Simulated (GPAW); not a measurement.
Ir, 1 atom in the cell. Symmetry: Fm-3m, No. 225, cubic system. Conventional cell: a = 3.831 Å, b = 3.831 Å, c = 3.831 Å, α = 90.00°, β = 90.00°, γ = 90.00°. Ir (site symmetry m-3m) has 12 Ir at 2.71 Å as nearest neighbours. 

```yaml
Program: GPAW 26.7.0
Task: single point
Functional: PBEsol
Potentials_or_basis: PAW data sets generated in the run's folder for this functional
Cutoff: 600 eV
Basis: pw
k_mesh: 12 × 12 × 12
Occupations: fermi-dirac, width 0.05 eV
Spin: no spin polarisation
Maxiter: 150
```

Potentials or basis: PAW data sets generated in the run's folder for this functional, pw.

The run is started by

```sh
$ gpaw-setup -f PBEsol Ir
$ OMP_NUM_THREADS=1 python run.py
```

Hardware: 1 thread of Arm Neoverse V1, on a shared host.

Task: Estimate the wall time of this run.

Result: Wall time 14 s on 1 thread of Arm Neoverse V1, on a shared host, peak memory 0.13 GiB. Counts: scf iterations 8, plane waves 495, bands 16, k points 72.
